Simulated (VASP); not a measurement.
The system is LiCl.

```
Li Cl
1.0
     0.00000    2.53052    2.53052
     2.53052    0.00000    2.53052
     2.53052    2.53052    0.00000
Li Cl
1 1
Cartesian
  0.0000 0.0000 0.0000
  2.5305 2.5305 2.5305
```

Base run:

| Property | Result |
| --- | --- |
| Program | VASP 6.6.1 |
| Functional | HSE06 |
| Potentials or basis | VASP PAW PBE potentials, release 64 (Li_sv, Cl) |
| Cutoff | 520 eV |
| k mesh | 6 × 6 × 6 |
| Occupations | gaussian, width 0.03 eV |
| Spin | no spin polarisation |

Its results: band gap on the k mesh 8.01 eV, direct.

Problem. The run is repeated on the same cell with these changes: functional from HSE06 to PBE. What comes out?

Solution. Band gap on the k mesh 6.58 eV, direct.

HSE06 gives the wider gap, since exact exchange removes part of the self-interaction.
